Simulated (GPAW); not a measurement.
The system is Al.

```xyz
1
Lattice="0.0000 2.0248 2.0248 2.0248 0.0000 2.0248 2.0248 2.0248 0.0000" Properties=species:S:1:pos:R:3 pbc="T T T"
Al    0.0000    0.0000    0.0000
```

Base run:

* Program: GPAW 26.7.0
* Functional: r2SCAN
* Potentials or basis: GPAW PAW data sets (gpaw-data 1.2.1)
* Cutoff: 600 eV
* Basis: pw
* k mesh: 11 × 11 × 11
* Occupations: fermi-dirac, width 0.05 eV
* Spin: no spin polarisation

Its results: pressure -3.3 GPa.

**Question.** After a change of settings the same cell gave: pressure -2.6 GPa. Which change was it?
A. functional from r2SCAN to MS2
B. functional from r2SCAN to PBE; occupations from fermi-dirac, width 0.05 eV to gaussian, width 0.015 eV
C. functional from r2SCAN to revPBE; potentials or basis from GPAW PAW data sets (gpaw-data 1.2.1) to the program's PAW data sets (release 1.2.1) made for this functional
D. functional from r2SCAN to mBEEF

**Answer.** D.

Caveats: the PAW data sets were made with another functional, which shifts forces and pressure a little.

Not every run made on this cell is shown here.
